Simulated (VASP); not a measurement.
NaF, 2 atoms in the cell. Symmetry: I4/mmm, No. 139, tetragonal system. Conventional cell: a = 3.236 Å, b = 3.236 Å, c = 4.786 Å, α = 90.00°, β = 90.00°, γ = 90.00°. Na (site symmetry 4/mmm) is surrounded by 6 F at 2.29 to 2.39 Å. F (site symmetry 4/mmm) has 6 Na at 2.29 to 2.39 Å as nearest neighbours.  The cell isn't the ideal one: strain -0.015 along x and y, +0.030 along z, atoms carried along.

| Property | Result |
| --- | --- |
| Program | VASP 6.6.1 |
| Task | single point |
| Functional | r2SCAN |
| Potentials or basis | VASP PAW PBE potentials, release 64 (Na_pv, F) |
| Cutoff | 520 eV |
| k mesh | 8 × 8 × 8 |
| Occupations | gaussian, width 0.05 eV |
| Spin | no spin polarisation |
| Dipole correction | no |
| Further INCAR settings | ALGO = Normal; EDIFF = 1e-06; NBANDS = 14 |

Potentials or basis: VASP PAW PBE potentials, release 64 (Na_pv, F).

Launch:

```bash
$ cat potpaw_PBE.64/Na_pv/POTCAR potpaw_PBE.64/F/POTCAR > POTCAR
$ cp INCAR.step1 INCAR
$ mpirun -np 1 vasp_std > vasp.out
$ cp INCAR.step2 INCAR
$ mpirun -np 1 vasp_std > vasp.out
```

Hardware: 1 thread of Intel(R) Xeon(R) Platinum 8488C (Sapphire Rapids) (shared host).

**Question.** How long does it take, and how much memory?

**Answer.** Wall time 76 s on 1 thread of Intel(R) Xeon(R) Platinum 8488C (Sapphire Rapids), on a shared host, peak memory 0.15 GiB. Counts: scf iterations 9, k points 59.
